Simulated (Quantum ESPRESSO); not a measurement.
# Pb: phonons at L under several settings

```
CELL_PARAMETERS angstrom
0.00000 2.47502 2.47502
2.47502 0.00000 2.47502
2.47502 2.47502 0.00000
ATOMIC_POSITIONS crystal
Pb 0.00000 0.00000 0.00000
```

All runs used Quantum ESPRESSO 7.5; k mesh 9 × 9 × 9; relaxed cell; no spin polarisation; cutoff 762 eV; occupations cold, width 0.2 eV.

```csv
level,potentials,volume (Å³/atom),frequencies (cm⁻¹)
LDA,PseudoDojo 0.4.1 SR LDA standard,29.01,18 18 63
PBE,PseudoDojo 0.4.1 SR PBE standard,31.87,16 16 51
PBEsol,PseudoDojo 0.4.1 SR PBEsol standard,29.98,18 18 60
WC,PseudoDojo 0.4.1 SR PBE standard,30.06,18 18 61
revPBE,PseudoDojo 0.4.1 SR PBE standard,32.72,16 16 47
RPBE,PseudoDojo 0.4.1 SR PBE standard,?,?
vdW-DF-cx,PseudoDojo 0.4.1 SR PBE standard,30.18,21 21 62
```

Question: What stands in the row left open?

Answer: Volume 33.06 Å³/atom; frequencies 16 16 46 cm⁻¹.

Caveats: the q point doesn't lie on the k mesh, which can shift a metal's frequencies strongly unless the mesh is converged; the potentials were made for another functional, which shifts forces and pressure (some runs).

For the row left open. Caveat: the potentials were made for another functional, which shifts forces and pressure; the q point doesn't lie on the k mesh, which can shift a metal's frequencies strongly unless the mesh is converged.
